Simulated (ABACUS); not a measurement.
Crystal: GaSb.

```
Sb Ga
1.0
     0.00000    3.05900    3.05900
     3.05900    0.00000    3.05900
     3.05900    3.05900    0.00000
Sb Ga
1 1
Cartesian
  4.5885 4.5885 4.5885
  0.0000 0.0000 0.0000
```

| Quantity | Value |
| --- | --- |
| Program | ABACUS 3.10.1 |
| Task | relaxation of cell and atoms |
| Functional | HLE16 |
| Potentials or basis | Ansatz NC PBE |
| Cutoff | 1102 eV |
| Density cutoff | 4408 eV |
| Basis | plane waves |
| k mesh | 6 × 6 × 6 |
| Occupations | fermi-dirac, width 0.05 eV |
| Spin | no spin polarisation |

At the start: pressure -4.3 GPa; volume 28.62 Å³/atom.

Question: Where does the relaxation end?

Answer: Over 3 steps the energy falls by 34.6 meV/atom and the volume is 26.27 Å³/atom (-8.2 %); space group F-43m (No. 216, to 0.05 Å).

The path:
| step | energy change (eV) | largest force (eV/Å) | pressure (GPa) | volume (Å³) |
| --- | --- | --- | --- | --- |
| 1 | 0.0000 | 0.0000 | -4.35 | 57.25 |
| 2 | -0.0578 | 0.0000 | 2.20 | 50.83 |
| 3 | -0.0691 | 0.0000 | 0.01 | 52.54 |

Final structure:
```
Sb Ga
1.0
     0.00000    2.97272    2.97272
     2.97272    0.00000    2.97272
     2.97272    2.97272    0.00000
Sb Ga
1 1
Direct
  0.75000 0.75000 0.75000
  0.00000 0.00000 0.00000
```

Caveat: the potentials were made for a functional far from this one; the potentials were made for another functional, which shifts forces and pressure.
